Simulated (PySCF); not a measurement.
An unknown is described by computed data only.

Formula: C2H3O2; charge -1.

* Rotational structure: rotational constants A, B, C: 11.709, 9.836, 5.530 GHz [GFN2-xTB]
* Couplings: largest of the computed one-bond spin–spin couplings (means over like bonds): 13C–1H +127.9 (×3), 13C–13C +42.9, 17O–13C +27.9 (×2) Hz [B3LYP/pcJ-1]
* XPS: C1s 285.3, C1s 287.5, O1s 530.4 (×2) eV [ΔSCF SCAN, pcX-2 on the ionised atom, pcseg-1 elsewhere, spin-free X2C]
* 13C NMR: chemical shifts (computed TMS as zero) by class: 168.5 (1 C), 28.3 (1 C) ppm [GIAO PBE0/pcSseg-1]
* NMR, other nuclei: isotropic shieldings of nuclei other than C and H, by class: -15 (2 O) ppm [GIAO PBE0/pcSseg-1]
* 1H NMR: chemical shifts (computed TMS as zero) by class: 1.18 (3 H) ppm [GIAO PBE0/pcSseg-1]

Electronic properties: PySCF, gas phase, density fitting. Levels stand in brackets. Geometry: GFN2-xTB; no solvent, vibrations or thermal averaging. No diffuse functions stand in pcJ-1 and pcSseg-1, which bears on an anion's orbital energies. NMR values are class means; diastereotopic atoms form classes of their own.

Q: Give a SMILES that accounts for the data.

A: Numbering: `[CH3:1][C:2](=[O:3])[O-:4]`. 2 carbons fall into 2 classes; from least to most shielded: carboxylate carbon [C2] (168.5 ppm), methyl carbon next to a carbonyl [C1] (28.3 ppm). All hydrogens form one class (1.18 ppm): methyl hydrogen. The other shieldings belong to: -15 ppm, carboxylate oxygen [O3/O4]. The couplings run between: +127.9 Hz, methyl carbon next to a carbonyl [C1] and its hydrogen (with 2 like pairs); +42.9 Hz, methyl carbon next to a carbonyl [C1] and carboxylate carbon [C2]; +27.9 Hz, carboxylate oxygen [O3] and carboxylate carbon [C2] (with 1 like pair). The core levels belong to: C1s 285.3 eV, methyl carbon next to a carbonyl [C1]; C1s 287.5 eV, carboxylate carbon [C2]; O1s 530.4 eV, carboxylate oxygen [O3/O4]. One atom of each topological class was ionised and stands for its class. By its constants the optimised geometry is an asymmetric top. Structure: acetate ion, `CC(=O)[O-]`. The assignments are read from this structure; whether some other isomer fits the data as well wasn't checked.
